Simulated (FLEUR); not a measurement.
# W (Im-3m) in FLEUR: notebook

The runs below take W through single point, with PBE.

Everything below comes from runs of FLEUR MaX-R8.1 (later development tree). Logs are shortened: lines on timing, memory, paths and dates and some standing lists are left out, and cuts for length are marked.

### Step 1. The structure

The structure is cubic, space group Im-3m (No. 229). The conventional cell has a = 3.165 Å, b = 3.165 Å, c = 3.165 Å, α = 90.00°, β = 90.00°, γ = 90.00°. W (site symmetry m-3m) has 8 W at 2.74 Å as nearest neighbours.

### Step 2. Single point, PBE

Input file inp.xml:

```xml
<?xml version="1.0" encoding="UTF-8" standalone="no"?>
<fleurInput fleurInputVersion="0.39">
   <comment>
      W                                                                                                   
   </comment>
   <calculationSetup>
      <cutoffs Kmax="4.17" Gmax="12.9" GmaxXC="12.9" numbands="0"/>
      <scfLoop itmax="60" minDistance="0.00001" maxIterBroyd="15" imix="Anderson" alpha="0.05" precondParam="0.0" spinf="2.0" sdNocoIR="T"/>
      <coreElectrons ctail="T" frcor="F" kcrel="0" coretail_lmax="0"/>
      <xcFunctional name="pbe" relativisticCorrections="F"/>
      <magnetism jspins="1"/>
      <soc l_soc="F" theta="0.0" phi="0.0" spav="F"/>
      <expertModes spex="0" secvar="F"/>
      <geometryOptimization l_f="T" forcealpha="1.0" forcemix="BFGS" epsdisp="0.0005" epsforce="0.0002"/>
      <ldaU l_linMix="F" mixParam="0.05" spinf="1.0"/>
   </calculationSetup>
   <cell>
      <bzIntegration valenceElectrons="28.0" mode="hist" fermiSmearingEnergy="0.00183747">
         <kPointListSelection listName="default-1"/>
         <!-- k-points included here -->
         <xi:include xmlns:xi="http://www.w3.org/2001/XInclude" href="kpts.xml"> </xi:include>
      </bzIntegration>
      <!-- symmetry operations included here -->
      <xi:include xmlns:xi="http://www.w3.org/2001/XInclude" href="sym.xml"> </xi:include>
      <bulkLattice scale="1.0">
         <bravaisMatrix>
            <row-1>   -2.9901986846301867     2.9901986846301867     2.9901986846301867</row-1>
            <row-2>    2.9901986846301867    -2.9901986846301867     2.9901986846301867</row-2>
            <row-3>    2.9901986846301867     2.9901986846301867    -2.9901986846301867</row-3>
         </bravaisMatrix>
      </bulkLattice>
   </cell>
   <atomSpecies>
      <species name="Tungsten (W)" element="W" atomicNumber="74">
         <mtSphere radius="2.35" gridPoints="793" logIncrement="0.017"/>
         <atomicCutoffs lmax="10" lnonsphr="8"/>
         <electronConfig flipSpins="F">
            <coreConfig>(1s1/2) (2s1/2) (2p1/2) (2p3/2) (3s1/2) (3p1/2) (3p3/2) (4s1/2) (3d3/2) (3d5/2) (4p1/2) (4p3/2) (4d3/2) (4d5/2)</coreConfig>
            <valenceConfig>(5s1/2) (5p1/2) (5p3/2) (6s1/2) (4f5/2) (4f7/2) (5d3/2) (5d5/2)</valenceConfig>
            <stateOccupation state="(5d3/2)" spinUp="0.800000" spinDown="0.800000"/>
            <stateOccupation state="(5d5/2)" spinUp="1.200000" spinDown="1.200000"/>
         </electronConfig>
         <energyParameters s="6" p="6" d="5" f="4"/>
         <lo type="SCLO" l="0" n="5" eDeriv="0"/>
         <lo type="SCLO" l="1" n="5" eDeriv="0"/>
         <lo type="SCLO" l="2" n="5" eDeriv="2"/>
         <lo type="SCLO" l="3" n="4" eDeriv="2"/>
      </species>
   </atomSpecies>
   <atomGroups>
      <atomGroup species="Tungsten (W)">
         <relPos label="                   1">.0000000000 .0000000000 .0000000000</relPos>
         <force calculate="T" relaxXYZ="TTT"/>
      </atomGroup>
   </atomGroups>
   <output dos="F" band="F" slice="F">
      <checks vchk="F" cdinf="F"/>
      <bandDOS minEnergy="-.5*Htr" maxEnergy="0.5*Htr" sigma="0.015" storeEVData="T"/>
      <vacuumDOS vacdos="F" integ="F" star="F" nstars="0" locx1="0.0" locy1="0.0" locx2="0.0" locy2="0.0" nstm="0" tworkf="0.0"/>
      <unfoldingBand unfoldBand="F" supercellX="1" supercellY="1" supercellZ="1"/>
      <plotting iplot="0" polar="F">
         <plot TwoD="T" vec1="  1.0  0.0  0.0" vec2="  0.0  1.0  0.0" vec3="  0.0  0.0  1.0" zero="  0.0  0.0  0.0" file="plot"/>
      </plotting>
      <chargeDensitySlicing numkpt="0" minEigenval="0.0" maxEigenval="0.0" nnne="0" pallst="F"/>
      <specialOutput eonly="F"/>
      <moessbauerParams electricFieldGradient="T" isomerShift="T" coreHyperfine="T" valenceHyperfine="T"/>
      <magneticCircularDichroism mcd="F" energyLo="-10.0" energyUp="0.0"/>
   </output>
  <!-- We include the file relax.xml here to enable relaxations (see documentation) -->
  <xi:include xmlns:xi="http://www.w3.org/2001/XInclude" href="relax.xml"> <xi:fallback/> </xi:include>
</fleurInput>
```

Input file crystal.txt:

```
W
&input cartesian=F /
-1.5823450000  1.5823450000  1.5823450000
1.5823450000  -1.5823450000  1.5823450000
1.5823450000  1.5823450000  -1.5823450000
1.8897261246
1.0 1.0 1.0

1
74 0.0000000000  0.0000000000  0.0000000000

&kpt div1=12 div2=12 div3=12 gamma=T /
```

Potentials or basis: all-electron, FLAPW.

Started as:

```console
> inpgen -f crystal.txt -profile fastHighL
> # inp.xml edited to the form shown
> fleur_MPI
```

Output:

```text
Welcome to FLEUR        (www.flapw.de)
      MaX-Release 8.1          (www.max-centre.eu)

 ========== k-point set info ==========
 Selected k-point list: default-1
 k-point list type: mesh
 12 x 12 x 12
 Number of k points: 72

 ------------Calculation Setup---------------------------
 Number of MPI-tasks      :            1
 Number of PE/node        :            1
 Number of OMP-threads    :            1
 Most efficient MPI parallelization for:
           1           2           3           4           6           8           9          12          18          24          36          72
 Additional eigenvalue parallelization possible
 Number of basis functions:          168
 Approximate size of matrices (H+S) per k-point:         0.000 GB
 --------------------------------------------------------
 Iteration:     1   Distance:      13.76020308 me/bohr^3
 Iteration:     2   Distance:      12.58660058 me/bohr^3
 Iteration:     3   Distance:       6.54933487 me/bohr^3
 Iteration:     4   Distance:       1.94761125 me/bohr^3
 Iteration:     5   Distance:       1.55618482 me/bohr^3
 Iteration:     6   Distance:       0.18414104 me/bohr^3
 Iteration:     7   Distance:       0.26209397 me/bohr^3
 Iteration:     8   Distance:       0.01809186 me/bohr^3
 Iteration:     9   Distance:       0.02778797 me/bohr^3
 Iteration:    10   Distance:       0.00236083 me/bohr^3
 Iteration:    11   Distance:       0.00014192 me/bohr^3
 Iteration:    12   Distance:       0.00005014 me/bohr^3
 Iteration:    13   Distance:       0.00000506 me/bohr^3

 ********************************************************************
 Run finished successfully
 Stop message:
   Structural relaxation: Done
 ********************************************************************
```

out.xml (last iteration):

```text
<iteration numberForCurrentRun="   14" overallNumber="   14">
         <energyParameters units="Htr">
            <atomicEP atomType="1" spin="1" branch="6s" branchLowest="-2.04" branchHighest="2.67" value="0.3750267973"/>
            <atomicEP atomType="1" spin="1" branch="6p" branchLowest="-0.65" branchHighest="3.72" value="0.5073488255"/>
            <atomicEP atomType="1" spin="1" branch="5d" branchLowest="-7.91" branchHighest="1.17" value="0.5374935485"/>
            <atomicEP atomType="1" spin="1" branch="4f" branchLowest="-9.99" branchHighest="-0.38" value="-0.3553816599"/>
            <loAtomicEP atomType="1" spin="1" branch="5s" branchLowest="-20.07" branchHighest="-2.04" value="-2.0720259033"/>
            <loAtomicEP atomType="1" spin="1" branch="5p" branchLowest="-14.70" branchHighest="-0.65" value="-0.7834509980"/>
            <loAtomicEP atomType="1" spin="1" branch="5d" branchLowest="-7.91" branchHighest="1.17" value="0.5336279821"/>
            <loAtomicEP atomType="1" spin="1" branch="4f" branchLowest="-9.99" branchHighest="-0.38" value="-0.3828024559"/>
         </energyParameters>
         <eigenvalues>
            <eigenvaluesAt spin="1" ikpt="1" k_x="0.00000000" k_y="0.00000000" k_z="0.00000000">
                      -2.0766955199       -0.7377685756       -0.7377685756       -0.7377685756       -0.3908540957
                      -0.3908540957       -0.3908540957       -0.3901412513       -0.3901412513       -0.3901412513
                      -0.3872632976        0.2932701928        0.6018648590        0.6018648590        0.6018648590
                       0.7301972433        0.7301972433        1.1840783262        1.1840783262        1.1840783262
                       1.6306865689        1.6306865689
            </eigenvaluesAt>
            <eigenvaluesAt spin="1" ikpt="2" k_x="0.00000000" k_y="0.00000000" k_z="0.08333333">
                      -2.0763666877       -0.7412081899       -0.7388393724       -0.7377875261       -0.3908191108
                      -0.3907773570       -0.3907636514       -0.3902313215       -0.3901705208       -0.3901670392
                      -0.3873756461        0.3055537708        0.5945138630        0.6000020569        0.6138367318
                       0.7191371041        0.7303667679        1.1942073339        1.2048714851        1.2133214725
                       1.5430028567        1.5864441086
            </eigenvaluesAt>
            <eigenvaluesAt spin="1" ikpt="3" k_x="0.00000000" k_y="0.00000000" k_z="0.16666667">
                      -2.0754651602       -0.7503984233       -0.7417418696       -0.7378364288       -0.3907498088
                      -0.3905689367       -0.3905667692       -0.3903930367       -0.3902616301       -0.3901923142
                      -0.3876589146        0.3391258476        0.5760178012        0.5908030917        0.6488369414
                       0.7045790244        0.7320778758        1.2110695186        1.2633735975        1.2696007160
                       1.4551571973        1.5068123375
            </eigenvaluesAt>
            <eigenvaluesAt spin="1" ikpt="4" k_x="0.00000000" k_y="0.00000000" k_z="0.25000000">
                      -2.0742280028       -0.7625075253       -0.7456532864       -0.7379053158       -0.3907917913
                      -0.3907389840       -0.3904134455       -0.3902675450       -0.3901407536       -0.3901015455
                      -0.3879888233        0.3822071390        0.5536885629        0.5793148395        0.7039273665
                       0.7072889698        0.7374671919        1.1917750606        1.2559634570        1.3512753568
                       1.4475316833        1.5073032846
            </eigenvaluesAt>
         </eigenvalues>
         <bandgap value="0.0437872137" units="eV"/>
         <sumValenceSingleParticleEnergies value="-11.0255045140" units="Htr"/>
         <FermiEnergy value="0.6443602947" units="Htr"/>
         <valenceDensity>
            <mtCharges spin="1">
               <mtCharge atomType="1" total="25.4962200" s="2.3207446" p="6.1688737" d="2.9767999" f="14.0232790"/>
            </mtCharges>
            <spinDependentCharge spin="1" total="28.0000000" interstitial="2.5037800" mtSpheres="25.4962200"/>
            <totalCharge value="28.0000000000"/>
         </valenceDensity>
         <coreStates atomType="     1" atomicNumber=" 74" spin="1" kinEnergy="  17573.7530378450" eigValSum="  -9868.3707276121" lostElectrons=" 0.000003">
            <state n="1" l="0" j="0.5" energy="-2549.5962117281" weight="1.0000000000"/>
            <state n="2" l="0" j="0.5" energy="-439.0702085010" weight="1.0000000000"/>
            <state n="2" l="1" j="0.5" energy="-419.7885371838" weight="1.0000000000"/>
            <state n="2" l="1" j="1.5" energy="-370.0701249035" weight="2.0000000000"/>
            <state n="3" l="0" j="0.5" energy="-100.4815458606" weight="1.0000000000"/>
            <state n="3" l="1" j="0.5" energy="-91.9053408440" weight="1.0000000000"/>
            <state n="3" l="1" j="1.5" energy="-81.1536851216" weight="2.0000000000"/>
            <state n="4" l="0" j="0.5" energy="-20.0733248928" weight="1.0000000000"/>
            <state n="3" l="2" j="1.5" energy="-66.7357025159" weight="2.0000000000"/>
            <state n="3" l="2" j="2.5" energy="-64.3979041074" weight="3.0000000000"/>
            <state n="4" l="1" j="0.5" energy="-16.5178818303" weight="1.0000000000"/>
            <state n="4" l="1" j="1.5" energy="-14.0263759725" weight="2.0000000000"/>
            <state n="4" l="2" j="1.5" energy="-8.1927658787" weight="2.0000000000"/>
            <state n="4" l="2" j="2.5" energy="-7.7337639530" weight="3.0000000000"/>
         </coreStates>
         <allElectronCharges>
            <spinDependentCharge spin="1" total="74.0000000" interstitial="2.5037834" mtSpheres="71.4962166"/>
            <totalCharge value="73.9999999995"/>
         </allElectronCharges>
         <moessbauerParams unitsHFF="kG" unitsIS="e/bohr^3" unitsEFG="Htr/bohr^2">
            <coreIsomerShift atomType="1" isTotal="1516853.93783">
               <shell n="1" l="0" isomerShift="1269548.28113"/>
               <shell n="2" l="0" isomerShift="181783.57104"/>
               <shell n="2" l="1" isomerShift="11091.12714"/>
               <shell n="3" l="0" isomerShift="40865.18246"/>
               <shell n="3" l="1" isomerShift="2785.41400"/>
               <shell n="4" l="0" isomerShift="10106.88384"/>
               <shell n="3" l="2" isomerShift="0.00109"/>
               <shell n="4" l="1" isomerShift="673.47687"/>
               <shell n="4" l="2" isomerShift="0.00027"/>
            </coreIsomerShift>
            <isomerShift atomType="1" nucleusRadius="0.0001343" averageDensity="1518732.80546"/>
            <electricFieldGradient atomType="1" VXX="0.00000" VYY="0.00000" VZZ="0.00000" asymParam="0.00000">
            </electricFieldGradient>
         </moessbauerParams>
         <totalEnergy                                    value="   -16166.1382840893" units="Htr">
            <sumOfEigenvalues                            value="    -9879.3962321261">
               <coreElectrons value="-9868.3707276121"/>
               <valenceElectrons value="-11.0255045140"/>
            </sumOfEigenvalues>
            <densityCoulombPotentialIntegral value="-27669.9602251717"/>
            <densityEffectivePotentialIntegral value="-28095.7298875687"/>
            <chargeDenXCDenIntegral value="-325.4197452664"/>
            <FockExchangeEnergyValence value="0.0000000000"/>
            <FockExchangeEnergyCore value="0.0000000000"/>
            <atomTypeDependentContributions atomType="1">
               <electronNucleiInteractionDifferentMTs value="20164.6796691127"/>
               <MadelungTerm value="-57.3924125668"/>
            </atomTypeDependentContributions>
            <tkbTimesEntropy value="0.0001801407"/>
            <freeEnergy value="-16166.1384642299"/>
            <extrapolationTo0K value="-16166.1383741596"/>
         </totalEnergy>
         <totalForcesOnRepresentativeAtoms units="Htr/bohr">
            <forceTotal atomType="1" x="0.000000" y="0.000000" z="0.000000" F_x="0.00000000" F_y="0.00000000" F_z="0.00000000"/>
         </totalForcesOnRepresentativeAtoms>
      </iteration>
```

Wall time 29 s (1 thread of Arm Neoverse V1, shared host); peak memory 0.06 GiB.

What came out:

```yaml
Free_energy: -439903.0379 eV
Band_gap_on_the_k_mesh: none (metal or under the smearing width)
Valence_electrons_inside_the_program's_atomic_spheres: W 25.50 (radii W 2.35 bohr)
```

Core levels (eV from the Fermi level):
| atom | levels |
| --- | --- |
| 1 W | 1s1/2 -69395.6, 2s1/2 -11965.2, 2p1/2 -11440.6, 2p3/2 -10087.7, 3s1/2 -2751.8, 3p1/2 -2518.4, 3p3/2 -2225.8, 4s1/2 -563.8, 3d3/2 -1833.5, 3d5/2 -1769.9, 4p1/2 -467.0, 4p3/2 -399.2, 4d3/2 -240.5, 4d5/2 -228.0 |

(Continued in part 2 of 2.)
